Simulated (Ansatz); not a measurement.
## Al, omega (AlB2-type): geometry optimisation

These are results of Ansatz 0.2.0, DFT, RPBE, plane waves (420 eV) with PAW, scalar-relativistic, not measurements. The PAW files were generated under PBE, with cores re-solved for the functional.

k-point mesh 8×8×11, Fermi-Dirac smearing 0.1 eV, no spin polarisation. Cell and atoms relax.

Starting structure:

```
Al
1.0
     4.54395    0.00000    0.00000
    -2.27197    3.93517    0.00000
     0.00000    0.00000    2.78544
Al
3
Direct
  0.00000 0.00000 0.00000
  0.33333 0.66667 0.50000
  0.66667 0.33333 0.50000
```

Q: What cell does the relaxation end in?

A: P6/mmm with a = 4.612 Å, c = 2.855 Å (c/a = 0.619); 17.53 Å³ per atom against 16.60 at the start (5.6 %).

Q: How much energy does the relaxation gain?

A: 11.1 meV per atom.

Path of the relaxation (the plane waves are chosen anew near the end, which can shift the energy a little):

| step | E − E(final) (meV/atom) | V (Å³/atom) | P (GPa) | max force (eV/Å) |
| --- | --- | --- | --- | --- |
| 0 | 11.09 | 16.602 | 3.99 | 0.000 |
| 1 | 0.60 | 17.614 | -0.36 | 0.000 |
| 2 | 0.44 | 17.529 | -0.04 | 0.000 |
| 3 | 0.43 | 17.515 | 0.01 | 0.000 |
| 4 | 0.43 | 17.517 | 0.01 | 0.000 |
| 5 | 0.00 | 17.517 | 0.04 | 0.000 |
| 6 | 0.00 | 17.529 | 0.00 | 0.000 |
| 7 | 0.00 | 17.529 | 0.00 | 0.000 |
